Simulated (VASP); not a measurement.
# Ag (Silver): Ag into a neighbouring Ag vacancy, part 3 of 4

Wanted: the minimum-energy path in Ag (Silver) for this move: Ag into a neighbouring Ag vacancy. The start is a cell from a database of measured crystal structures.

VASP 6.6.1; PBE; plane waves and PAW (Ag).

So far. Step 2 (Relax the host): The run ended after 3 ionic steps, 0.009 eV below its first step, once forces and stress met EDIFFG = -0.02. Step 3 (Relax the start): The run ended after 7 ionic steps, 0.069 eV below its first step, once the forces on the free atoms met EDIFFG = -0.05.

## Step 4: Relax the end

The end state is relaxed in the same way, so that both ends share their errors.

Input file INCAR:

```
SYSTEM = Ag
PREC = Normal
ENCUT = 280
EDIFF = 1E-05
NELM = 120
ISMEAR = 1
SIGMA = 0.15
LREAL = Auto
ALGO = Fast
GGA = PE
LORBIT = 11
LWAVE = .FALSE.
LCHARG = .FALSE.
KPAR = 3
IBRION = 2
NSW = 60
ISIF = 2
EDIFFG = -0.05
POTIM = 0.4
MAXMIX = 40
ISYM = 0
```

Input file POSCAR:

```
Ag
1.0
    0.0000000000      6.2117992665      6.2117992665
    6.2117992665      0.0000000000      6.2117992665
    6.2117992665      6.2117992665      0.0000000000
Ag
26
Direct
    0.0007075348      0.0017887590     -0.0021429584
   -0.0048611441      0.0010131026      0.6662769997
   -0.0013591350      0.3326310902      0.0035477602
    0.0014730461      0.3333683988      0.3332948910
   -0.0011503670      0.3341783835      0.6686428351
   -0.0015072338      0.6609268722      0.0049063868
   -0.0020182454      0.6640957459      0.3354578284
   -0.0001958367      0.6696392989      0.6647655876
    0.3365748884      0.0006827302     -0.0010870964
    0.3288692976     -0.0004115843      0.3349778280
    0.3292230246      0.0018933506      0.6704186503
    0.3341647733      0.3352455179     -0.0014477231
    0.3321504903      0.3322154589      0.3345604455
    0.3319850196      0.3368255972      0.6646862613
    0.3244553053      0.6676042281      0.0039690283
    0.3348306357      0.6619467075      0.3400394441
    0.3349414714      0.6623516749      0.6669548195
    0.6677773113      0.0006022314     -0.0022314711
    0.6674822950     -0.0013840088      0.3334123985
    0.6659815917     -0.0023749069      0.6663220038
    0.6630875498      0.3333936811     -0.0000393716
    0.6641488003      0.3356776525      0.3356799636
    0.6647977576      0.3344664318      0.6671805513
    0.6645706080      0.6650301621      0.0030053471
    0.6626744957      0.6672586024      0.3354244933
    0.6701072640      0.6684654539      0.6619686387
```

Input file KPOINTS:

```
Automatic mesh
0
Gamma
3 3 3
0 0 0
```

The projector-augmented-wave data sets are Ag (PBE family, release 64).

The run is started by

```
mpirun -np 3 vasp_std
```

Output:

```text
[... set-up lines as in an earlier step ...]
 entering main loop
       N       E                     dE             d eps       ncg     rms          rms(c)
DAV:   1     0.143163252246E+04    0.14316E+04   -0.10185E+05  4804   0.102E+03
DAV:   2    -0.266217876367E+02   -0.14583E+04   -0.13803E+04  4998   0.284E+02
DAV:   3    -0.761440889739E+02   -0.49522E+02   -0.48677E+02  5098   0.538E+01
DAV:   4    -0.765437438934E+02   -0.39965E+00   -0.39912E+00  5136   0.484E+00
DAV:   5    -0.765483510780E+02   -0.46072E-02   -0.46066E-02  5112   0.526E-01    0.229E+01
RMM:   6    -0.708344462158E+02    0.57139E+01   -0.19943E+01  4788   0.128E+01    0.153E+01
RMM:   7    -0.707080999852E+02    0.12635E+00   -0.10155E+00  4789   0.205E+00    0.898E+00
RMM:   8    -0.706546413175E+02    0.53459E-01   -0.93644E-02  4788   0.891E-01    0.105E+00
RMM:   9    -0.706511161102E+02    0.35252E-02   -0.19142E-02  4799   0.359E-01    0.120E-01
RMM:  10    -0.706513641703E+02   -0.24806E-03   -0.26826E-03  4806   0.994E-02    0.110E-01
RMM:  11    -0.706514296232E+02   -0.65453E-04   -0.74176E-04  4788   0.801E-02    0.708E-02
RMM:  12    -0.706513924815E+02    0.37142E-04   -0.13007E-04  4789   0.313E-02    0.835E-03
RMM:  13    -0.706513947494E+02   -0.22679E-05   -0.20128E-05  2883   0.964E-03
   1 F= -.70651395E+02 E0= -.70646553E+02  d E =-.706514E+02
 curvature:   0.00 expect dE= 0.000E+00 dE for cont linesearch  0.000E+00
 trial: gam= 0.00000 g(F)=  0.475E-01 g(S)=  0.000E+00 ort = 0.000E+00 (trialstep = 0.100E+01)
 search vector abs. value=  0.475E-01
 bond charge predicted
       N       E                     dE             d eps       ncg     rms          rms(c)
DAV:   1    -0.706867980725E+02   -0.35406E-01   -0.12719E+01  4920   0.775E+00    0.190E-01
RMM:   2    -0.706921829675E+02   -0.53849E-02   -0.54442E-02  4788   0.793E-01    0.127E-01
RMM:   3    -0.706925670885E+02   -0.38412E-03   -0.54494E-03  4792   0.235E-01    0.961E-02
RMM:   4    -0.706924820445E+02    0.85044E-04   -0.71910E-04  4790   0.777E-02    0.587E-02
RMM:   5    -0.706924431711E+02    0.38873E-04   -0.24490E-04  4788   0.451E-02    0.346E-02
RMM:   6    -0.706924481084E+02   -0.49373E-05   -0.29630E-05  2891   0.144E-02
   2 F= -.70692448E+02 E0= -.70687626E+02  d E =-.410534E-01
[...]
3 F= -.70735970E+02 E0= -.70731275E+02  d E =-.845753E-01
[...]
4 F= -.70741403E+02 E0= -.70736798E+02  d E =-.900087E-01
[...]
5 F= -.70741442E+02 E0= -.70736844E+02  d E =-.900468E-01
[...]
6 F= -.70743956E+02 E0= -.70739380E+02  d E =-.251443E-02
 trial-energy change:   -0.002514  1 .order   -0.002400   -0.002864   -0.001937
 step:   2.9409(harm=  4.8454)  dis= 0.00584  next Energy=   -70.744881 (dE=-0.344E-02)
 bond charge predicted
       N       E                     dE             d eps       ncg     rms          rms(c)
DAV:   1    -0.707450246010E+02   -0.10727E-02   -0.96490E-01  4806   0.214E+00    0.404E-02
RMM:   2    -0.707454088005E+02   -0.38420E-03   -0.34142E-03  4788   0.209E-01    0.294E-02
RMM:   3    -0.707454353503E+02   -0.26550E-04   -0.44503E-04  4788   0.651E-02    0.968E-03
RMM:   4    -0.707454416172E+02   -0.62669E-05   -0.78269E-05  4586   0.243E-02
   7 F= -.70745442E+02 E0= -.70740891E+02  d E =-.400005E-02
 curvature:  -1.70 expect dE=-0.562E-03 dE for cont linesearch -0.403E-03
 trial: gam=-0.18986 g(F)=  0.331E-03 g(S)=  0.000E+00 ort = 0.677E-03 (trialstep = 0.184E+01)
 search vector abs. value=  0.143E-03
 reached required accuracy - stopping structural energy minimisation
```

Run time: 12 min. Hardware: 3 MPI ranks of AMD EPYC 7R43, shared host; peak memory 1.1 GiB; 35 min of CPU time.

OUTCAR, selected parts (step 4):

```text
 Found     14 irreducible k-points:

   NELECT =     286.0000    total number of electrons

 E-fermi :   7.4585

 k-point     1 :       0.0000    0.0000    0.0000
  band No.  band energies     occupation
    ...
    141       5.3115      2.00000
    142       5.5486      2.00000
    143       5.5496      2.00000
    144       5.5499      2.00000
    145       5.9939      2.00000
    146      10.3580     -0.00000
    147      10.3594     -0.00000
    148      10.3601     -0.00000
    149      10.4670      0.00000
    150      10.4698      0.00000
    ...

 k-point     2 :       0.3333    0.0000    0.0000
  band No.  band energies     occupation
    ...
    140       5.9456      2.00000
    141       6.0831      2.00000
    142       6.6741      2.00000
    143       7.4086      1.52979
    144       7.4110      1.50716
    145       7.7063     -0.04139
    146       8.0411     -0.00000
    147       8.0428     -0.00000
    148       8.2165     -0.00000
    149      10.1976     -0.00000
    ...

  Total       -1.9193268     -1.9926525     -1.9527187      0.1760779      0.1852487      0.1776515
  in kB       -6.4147138     -6.6597807     -6.5263150      0.5884819      0.6191324      0.5937412
  external PRESSURE =      -6.5336031 kB  Pullay stress =       0.0000000 kB

 POSITION                                       TOTAL-FORCE (eV/Angst)
 -----------------------------------------------------------------------------------
      0.02273      6.22531      6.20693        -0.001225      0.008336     -0.007533
     10.33706     10.32687     12.41316         0.008001      0.012044      0.010036
      2.07533      6.23606      8.25040        -0.000952     -0.007500      0.005180
      4.12795      8.28670      8.25684         0.001454     -0.009997      0.006784
      6.22503     10.35301      8.27591        -0.012081     -0.005164     -0.002351
      4.14347      6.20836     10.33524         0.002160      0.008143      0.020054
      6.23402      8.28129     10.36211         0.006780     -0.006566      0.001460
      8.29035     10.33087     10.37082        -0.008103      0.000243     -0.018491
      6.23120      2.07557      8.26400         0.005637     -0.018482     -0.026250
      8.28723      4.11761      8.24852        -0.004168      0.005152      0.014876
     10.35877      6.20774      8.27066         0.001692      0.001187      0.009956
      2.07165      2.07132      4.12448         0.012335     -0.000772     -0.003255
      4.14092      4.14439      4.13101         0.015504     -0.010768      0.005981
      6.21956      6.21126      4.13152        -0.000741     -0.001594      0.010513
      4.16696      2.06398      6.19820        -0.027255      0.010466      0.006294
      6.23391      4.12363      6.20072         0.005380     -0.001984      0.001995
      8.29502      6.20486      6.20576        -0.022449     -0.012099     -0.011669
      6.20965      4.14041     10.35003         0.010559     -0.013926     -0.010427
      2.06940      6.22272      4.15691         0.007008      0.010489     -0.011573
      4.12116      8.27274      4.15177         0.008094      0.016098      0.006367
      2.07909      4.14382      6.20496        -0.013467      0.009160     -0.003613
      4.12499      6.23366      6.20508         0.001173     -0.011952      0.000933
      6.20210      8.27927      6.20882         0.014151      0.000230     -0.009655
      4.14155      4.13474      8.26605         0.006659      0.011937      0.023386
      6.22076      6.20522      8.27607        -0.011763      0.008151     -0.011660
      8.28900      8.27754      8.28888        -0.004385     -0.000830     -0.007336
 -----------------------------------------------------------------------------------
    total drift:                               -0.004211      0.001839      0.012455

  FREE ENERGIE OF THE ION-ELECTRON SYSTEM (eV)
  ---------------------------------------------------
  free  energy   TOTEN  =       -70.7454416172 eV

  energy  without entropy=      -70.7317898156  energy(sigma->0) =      -70.74089102

 total charge
# of ion       s       p       d       tot
------------------------------------------
    1        0.411   0.253   9.149   9.813
    2        0.411   0.254   9.149   9.814
    3        0.411   0.253   9.149   9.813
    4        0.411   0.254   9.149   9.814
    5        0.406   0.269   9.144   9.819
    6        0.406   0.269   9.144   9.819
    7        0.411   0.253   9.149   9.813
    8        0.411   0.253   9.149   9.813
    9        0.411   0.254   9.149   9.814
   10        0.411   0.253   9.149   9.813
   11        0.407   0.269   9.144   9.820
   12        0.412   0.274   9.139   9.826
   13        0.406   0.269   9.144   9.819
   14        0.406   0.269   9.144   9.819
   15        0.413   0.275   9.139   9.827
   16        0.411   0.253   9.149   9.813
   17        0.412   0.274   9.139   9.826
   18        0.406   0.269   9.144   9.819
   19        0.411   0.253   9.149   9.814
   20        0.411   0.254   9.149   9.814
   21        0.413   0.275   9.139   9.826
   22        0.411   0.253   9.149   9.814
   23        0.412   0.274   9.139   9.826
   24        0.406   0.269   9.144   9.819
   25        0.406   0.269   9.144   9.819
   26        0.413   0.275   9.139   9.826
--------------------------------------------------
tot         10.660   6.839 237.776 255.276

[... 6 parts as in an earlier step ...]

[... 6 further parts left out ...]
```

Step by step:

| step | energy less that of the first step (eV) | largest force (eV/Å) |
| --- | --- | --- |
| 1 | 0.0000 | 0.4538 |
| 2 | -0.0411 | 0.3253 |
| 3 | -0.0846 | 0.1204 |
| 4 | -0.0900 | 0.0806 |
| 5 | -0.0900 | 0.0787 |
| 6 | -0.0926 | 0.0544 |
| 7 | -0.0940 | 0.0326 |

The atoms that moved most (Å):

| atom | dx | dy | dz | length |
| --- | --- | --- | --- | --- |
| Ag16 | 0.010 | -0.069 | 0.009 | 0.070 |
| Ag22 | -0.045 | 0.023 | -0.006 | 0.051 |
| Ag9 | 0.022 | -0.008 | -0.043 | 0.049 |
| Ag7 | 0.025 | -0.002 | 0.038 | 0.045 |
| Ag17 | 0.038 | -0.019 | 0.011 | 0.043 |
| Ag15 | -0.005 | 0.024 | 0.036 | 0.043 |
| Ag1 | 0.025 | 0.022 | -0.020 | 0.039 |
| Ag4 | -0.013 | -0.005 | -0.035 | 0.038 |

The relaxed structure:

```
Ag
1.0
     0.00000    6.21180    6.21180
     6.21180    0.00000    6.21180
     6.21180    6.21180    0.00000
Ag
26
Cartesian
  0.0227 0.0135 -0.0049
  4.1253 4.1151 -0.0104
  2.0753 0.0243 2.0386
  4.1280 2.0749 2.0450
  6.2250 4.1412 2.0641
  4.1435 -0.0034 4.1234
  6.2340 2.0695 4.1503
  8.2904 4.1191 4.1590
  0.0194 2.0756 2.0522
  2.0754 4.1176 2.0367
  4.1470 6.2077 2.0589
  2.0716 2.0713 4.1245
  4.1409 4.1444 4.1310
  6.2196 6.2113 4.1315
  4.1670 2.0640 6.1982
  6.2339 4.1236 6.2007
  8.2950 6.2049 6.2058
  -0.0021 4.1404 4.1382
  2.0694 6.2227 4.1569
  4.1212 8.2727 4.1518
  2.0791 4.1438 6.2050
  4.1250 6.2337 6.2051
  6.2021 8.2793 6.2088
  4.1415 4.1347 8.2660
  6.2208 6.2052 8.2761
  8.2890 8.2775 8.2889
```

This step gave:

```
electronic cycles       : 44
free energy (TOTEN)     : -70.7454 eV
energy at zero smearing : -70.7409 eV
Fermi energy            : 7.458 eV
```

The run ended after 7 ionic steps, 0.094 eV below its first step, once the forces on the free atoms met EDIFFG = -0.05.

(Part 3 of 4 ends here.)

[Lines on the potential files, build, host, timing and source positions are cut from VASP's logs without a mark.]

[Logs are printed without paths, hosts, clocks, repeated set-up lines and the standing remarks that a program may print on its own settings, such as how far it seeks lower states.]

[Hosts, paths, dates, database ids (printed as entryN), source tags and the programs' standing remarks are cut or masked in the printed files.]

[Runs that stopped without an error message from VASP are left out.]
